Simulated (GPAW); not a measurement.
The system is ZnS (Wurtzite-2H).

```xyz
4
Lattice="3.8110 0.0000 0.0000 -1.9055 3.3004 0.0000 0.0000 0.0000 6.2340" Properties=species:S:1:pos:R:3 pbc="T T T"
Zn    1.9055    1.1001    3.1170
Zn    0.0000    2.2003    0.0000
S     1.9055    1.1001    5.5171
S     0.0000    2.2003    2.4001
```

```yaml
Program: GPAW 26.7.0
Task: relaxation of cell and atoms
Functional: r4SCAN
Potentials_or_basis: GPAW PAW data sets (gpaw-data 1.2.1)
Cutoff: 600 eV
Basis: pw
k_mesh: 6 × 6 × 3
Occupations: fermi-dirac, width 0.05 eV
Spin: no spin polarisation
```

At the start: pressure -0.9 GPa; volume 19.60 Å³/atom.

Where does the relaxation end?

Over 19 steps the energy falls by 6.8 meV/atom and the volume is 19.34 Å³/atom (-1.3 %); space group P6_3mc (No. 186, to 0.05 Å).

The path:
| step | energy change (eV) | largest force (eV/Å) | pressure (GPa) | volume (Å³) |
| --- | --- | --- | --- | --- |
| 1 | 0.0000 | 0.3252 | -0.88 | 78.41 |
| 2 | -0.0063 | 0.2922 | -0.85 | 78.32 |
| 3 | -0.0242 | 0.1296 | -0.20 | 77.59 |
| 4 | -0.0237 | 0.0169 | -0.39 | 77.75 |
| 5 | -0.0239 | 0.0133 | -0.35 | 77.70 |
| 6 | -0.0247 | 0.0137 | 0.14 | 77.23 |
| 7 | -0.0248 | 0.0189 | 0.16 | 77.21 |
| 8 | -0.0249 | 0.0295 | 0.16 | 77.21 |
| 9 | -0.0251 | 0.0333 | 0.12 | 77.24 |
| 10 | -0.0253 | 0.0273 | 0.03 | 77.33 |
| 11 | -0.0254 | 0.0170 | -0.04 | 77.39 |
| 12 | -0.0254 | 0.0260 | -0.07 | 77.43 |
| 13 | -0.0255 | 0.0366 | -0.11 | 77.46 |
| 14 | -0.0258 | 0.0560 | -0.18 | 77.53 |
| 15 | -0.0256 | 0.0991 | -0.34 | 77.68 |
| 16 | -0.0264 | 0.0569 | -0.18 | 77.53 |
| 17 | -0.0267 | 0.0502 | -0.16 | 77.50 |
| 18 | -0.0269 | 0.0322 | -0.02 | 77.37 |
| 19 | -0.0272 | 0.0065 | -0.02 | 77.37 |

Final structure:
```xyz
4
Lattice="3.7889 0.0000 0.0000 -1.8944 3.2813 0.0000 0.0000 0.0000 6.2233" Properties=species:S:1:pos:R:3 pbc="T T T"
Zn    1.8944    1.0938    3.1047
Zn    0.0000    2.1875   -0.0069
S     1.8944    1.0938    5.4300
S     0.0000    2.1875    2.3184
```

Caveat: later steps reuse the first step's grids; the PAW data sets were made with another functional, which shifts forces and pressure a little.
